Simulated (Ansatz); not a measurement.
A nudged elastic band was laid between two geometries of a periodic cell of 17 atoms, Si (host Si, host structure diamond, interstitial Si).

Computed with DFT PBE, scalar-relativistic, plane waves, PAW in Ansatz. Settings: PAW set soft_1, cutoff 420 eV, k mesh 2x2x2, gaussian smearing 0.05 eV, no spin polarisation.

```yaml
movable_images: 3
climbing_image: yes
spring: 5.0 eV/Å²
optimiser: quadratic models (default)
start_path: IDPP
force_threshold: 0.05 eV/Å
iteration_limit: 80
end_points: relaxed
```

Initial state:

```xyz
17
Lattice="0.0000 5.4300 5.4300 5.4300 0.0000 5.4300 5.4300 5.4300 0.0000" Properties=species:S:1:pos:R:3
Si 0.000 0.000 0.000
Si 1.355 1.353 1.352
Si 2.718 2.713 0.033
Si 4.077 4.076 1.353
Si 2.718 0.033 2.712
Si 4.078 1.353 4.075
Si 5.398 2.713 2.713
Si 6.769 4.092 4.091
Si 0.037 2.715 2.714
Si 1.354 4.078 4.077
Si 2.717 5.396 2.715
Si 4.100 6.763 4.096
Si 2.717 2.716 5.396
Si 4.100 4.096 6.762
Si 5.437 5.427 5.426
Si 6.766 6.764 6.763
Si 8.151 8.142 8.141
```

Final state:

Only the atoms that move by more than 0.05 Å are listed.
```
Si17 9.509 6.789 6.790
```

Problem. Which bonds break or form, and what moves?

Solution. Contacts lost: Si8–Si17. Contacts made: Si1–Si17. The atom that moves furthest is Si17, by 2.34 Å.

Problem. What energy profile does the band end with?

Solution. It converged. The highest image is number 2 of 0 to 4, 0.31 eV above the ends, which have the same energy within 2 meV. By the program's own check the climbing image is of a kind that is not told: the force calls were inconclusive, a negative curvature could not be distinguished from the path's own, the only one lies far off the path, or fixed occupations may fill a level only in part (lowest curvatures found: -0.24 and 0.64 eV/Å²). Limits of this set-up: coarse k mesh.

```json
{"image": "0", "path coordinate (Å)": "0.00", "energy (eV)": "0.00", "Si8–Si17 (Å)": "2.39", "Si1–Si17 (Å)": "4.69"}
{"image": "1", "path coordinate (Å)": "0.75", "energy (eV)": "0.21", "Si8–Si17 (Å)": "2.54", "Si1–Si17 (Å)": "4.02"}
{"image": "2", "path coordinate (Å)": "1.50", "energy (eV)": "0.31", "Si8–Si17 (Å)": "3.16", "Si1–Si17 (Å)": "3.13"}
{"image": "3", "path coordinate (Å)": "2.25", "energy (eV)": "0.20", "Si8–Si17 (Å)": "4.03", "Si1–Si17 (Å)": "2.52"}
{"image": "4", "path coordinate (Å)": "3.00", "energy (eV)": "0.00", "Si8–Si17 (Å)": "4.70", "Si1–Si17 (Å)": "2.39"}
```

Problem. What is the geometry of the highest image?

Solution. 
```xyz
17
Lattice="0.0000 5.4300 5.4300 5.4300 0.0000 5.4300 5.4300 5.4300 0.0000" Properties=species:S:1:pos:R:3:forces:R:3
Si -0.218 0.221 0.221 0.00 0.00 0.00
Si 1.384 1.424 1.424 0.00 0.00 0.00
Si 2.784 2.649 0.021 0.00 0.00 0.00
Si 4.009 4.050 1.424 0.00 0.00 0.00
Si 2.784 0.021 2.649 0.00 0.00 0.00
Si 4.009 1.424 4.050 0.00 0.00 0.00
Si 5.412 2.649 2.649 0.00 0.00 0.00
Si 7.008 3.855 3.855 -0.01 0.01 0.01
Si 0.108 2.806 2.805 0.00 0.00 0.00
Si 1.154 4.280 4.280 0.01 -0.01 -0.01
Si 2.628 5.325 2.805 0.00 0.00 0.00
Si 4.165 6.699 4.175 0.00 0.00 0.00
Si 2.628 2.805 5.325 0.00 0.00 0.00
Si 4.165 4.175 6.698 0.00 0.00 0.00
Si 5.637 5.226 5.226 0.00 0.00 0.00
Si 6.689 6.699 6.698 0.00 0.00 0.00
Si 8.833 7.461 7.461 0.00 0.00 0.00
```

The run took 31 min on 1 thread of Arm Neoverse V2, with other jobs on the host, peak memory 0.79 GiB.
